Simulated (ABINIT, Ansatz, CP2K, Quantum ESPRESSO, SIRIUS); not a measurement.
## Cost and result for the band gap of KI

**What was measured.** The band gap of KI (Fm-3m) is reported as 6.32 eV (a printed reference work). The runs below try to reproduce it.

Symmetry: Fm-3m, No. 225, cubic system. Conventional cell: a = 7.066 Å, b = 7.066 Å, c = 7.066 Å, α = 90.00°, β = 90.00°, γ = 90.00°. I (site symmetry m-3m) is surrounded by 6 K at 3.53 Å. K (site symmetry m-3m) has 6 I at 3.53 Å as nearest neighbours.

```csv
rung,level,program and potentials,cutoff (eV),k mesh,task,spin,core time,chip,band gap (eV),miss (eV),notes
GGA,PBEsol,"Ansatz, PAW datasets made for the crystal",200,7 × 7 × 7,band structure,off,5.2 s,Intel Xeon 6975P-C Granite Rapids,3.82,-2.50,8 valence electrons an atom on average
GGA,PBEsol,"Ansatz, all-electron LAPW, scalar-relativistic",-,5 × 5 × 5,band structure,off,5.6 s,Arm Neoverse V1,3.82,-2.50,-
GGA,PBE,"ABINIT, SPMS NC PBE v1.0",381,4 × 4 × 4,single point,off,8.7 s,Arm Neoverse V2,3.96,-2.36,8 valence electrons an atom on average
GGA,PBE,"Quantum ESPRESSO, SG15 PBE 1.2",1020,2 × 2 × 2,single point,off,11 s,Arm Neoverse V2,3.93,-2.39,coarse mesh; 13 valence electrons an atom on average
GGA,PBE,"CP2K, GTH_SOC_POTENTIALS I GTH-PBE-q7, K GTH-PBE-q9; DZVP-MOLOPT-SR-GTH basis",-,7 × 7 × 7,band structure,"SOC, no magnetisation",20 s,Arm Neoverse V2,3.60,-2.72,atomic basis; 8 valence electrons an atom on average; SOC added after the SCF; from the band path
GGA,PBE,"ABINIT, JTH PAW PBE v2.0",435,7 × 7 × 7,band structure,off,62 s,Arm Neoverse V2,3.96,-2.36,8 valence electrons an atom on average
GGA,PBE,"Quantum ESPRESSO, PseudoDojo 0.4.1 SR PBE standard",1007,7 × 7 × 7,band structure,off,3.3 min,Arm Neoverse V1,3.96,-2.36,8 valence electrons an atom on average
GGA,PBEsol,"ABINIT, PseudoDojo NC SR PBEsol v0.4.1 standard",1007,7 × 7 × 7,band structure,off,4.2 min,Arm Neoverse V2,3.82,-2.50,8 valence electrons an atom on average
GGA,PBEsol,"SIRIUS, PseudoDojo 0.4.1 PBE standard (scalar relativistic)",1030,3 × 3 × 3,band structure,off,5 min,Intel Xeon Platinum 8259CL Skylake/Cascade Lake,3.80,-2.52,coarse mesh; potentials made for PBE; 8 valence electrons an atom on average
LDA,LDA,"SIRIUS, PseudoDojo 0.4.1 PBE standard (scalar relativistic)",1030,3 × 3 × 3,band structure,off,5.1 min,Intel Xeon Platinum 8259CL Skylake/Cascade Lake,3.57,-2.75,coarse mesh; potentials made for PBE; 8 valence electrons an atom on average
hybrid,PBE-EpsX,"ABINIT, SPMS NC PBE v1.0",381,6 × 6 × 6,single point,off,20 min,Arm Neoverse V2,6.25,-0.07,coarse mesh; potentials made for PBE; 8 valence electrons an atom on average; exact-exchange share 1/ε∞
hybrid,PBE0,"ABINIT, SPMS NC PBE v1.0",381,4 × 4 × 4,single point,off,21 min,Arm Neoverse V1,5.58,-0.74,potentials made for PBE; 8 valence electrons an atom on average
```

Times are single runs on shared hosts and different chips, so they are rough; meshes, cutoffs and the tasks' sizes weigh on the time. Gaps are the least found on the k mesh or the band path, and a mesh can miss the band edges. The cell comes from a database and isn't always the measured one. Meshes differ between rows, which moves values too. All levels ran on this one cell, unrelaxed unless noted. Meshes are those of the run's cell of 2 atoms unless a note names another. Misses use the values as printed. Runs on faulty files, with rough fits or with known faults for this quantity aren't shown.

By rung: GGA 3.82 to 3.96; hybrid 5.58; LDA on coarse meshes 3.57; GGA on coarse meshes 3.80 to 3.93; GGA with SOC in atomic bases 3.60; hybrid on coarse meshes 6.25 (eV). Measured: 6.32 eV (a printed reference work). Closest, coarse meshes and atomic bases left aside, is PBE0 (-0.74 eV). LDA and GGA gaps fall short mostly because these functionals lack the derivative discontinuity; the runs are for a static lattice, while measurements hold temperature and zero-point motion; rows without SOC leave out spin-orbit coupling, which moves the band edges where heavy atoms are present.
